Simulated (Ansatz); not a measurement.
# Abstraction of F: SnHF3 + CHF2 → SnHF2 + CHF3

Species: SnHF3 `[F][SnH]([F])[F]`, singlet; CHF2 (difluoromethyl radical) `F[CH]F`, doublet; SnHF2 `[F][SnH][F]`, doublet; CHF3 `FC(F)F`, singlet. A radical takes F: the energy is the difference in strength between the Sn–F bond broken and the C–F bond made.

Shapes, held fixed at every level: PBE0-D4/def2-TZVP. Programs: Ansatz 0.2.0. The zero-point and thermal change to 298 K, harmonic and unscaled (PBE0-D4/def2-TZVP), is +4.8 kJ/mol.

```json
{"level": "HF/def2-SVP", "kind": "Hartree–Fock", "ΔH(298 K) (kJ/mol)": "-63.2", "less CCSD(T)/def2-TZVPP": "-10.5"}
{"level": "r2SCAN-D4/def2-TZVPP", "kind": "meta-GGA", "ΔH(298 K) (kJ/mol)": "-54.5", "less CCSD(T)/def2-TZVPP": "-1.8"}
{"level": "B3LYP-D4/def2-TZVPP", "kind": "global hybrid", "ΔH(298 K) (kJ/mol)": "-57.5", "less CCSD(T)/def2-TZVPP": "-4.8"}
{"level": "BHLYP-D4/def2-TZVPP", "kind": "global hybrid", "ΔH(298 K) (kJ/mol)": "-52.3", "less CCSD(T)/def2-TZVPP": "+0.4"}
{"level": "PBE0-D4/def2-TZVPP", "kind": "global hybrid", "ΔH(298 K) (kJ/mol)": "-61.5", "less CCSD(T)/def2-TZVPP": "-8.8"}
{"level": "B2PLYP/def2-TZVPP", "kind": "double hybrid", "ΔH(298 K) (kJ/mol)": "-52.9", "less CCSD(T)/def2-TZVPP": "-0.2"}
{"level": "MP2/def2-TZVPP", "kind": "perturbation theory", "ΔH(298 K) (kJ/mol)": "-52.5", "less CCSD(T)/def2-TZVPP": "+0.2"}
{"level": "CCSD(T)/def2-TZVPP", "kind": "coupled cluster or CI", "ΔH(298 K) (kJ/mol)": "-52.7", "less CCSD(T)/def2-TZVPP": "0.0"}
```

The highest level, CCSD(T)/def2-TZVPP, gives ΔH(298 K) = -52.7 kJ/mol; the levels span -63.2 to -52.3. The column of differences is taken from that level and isn't an error. No measured value is set beside it here. Open shells run unrestricted unless RO is named. For atoms past krypton def2 sets carry core potentials with scalar relativity. Correlated rows may include outer-core shells of Sn, which these sets cover unevenly.
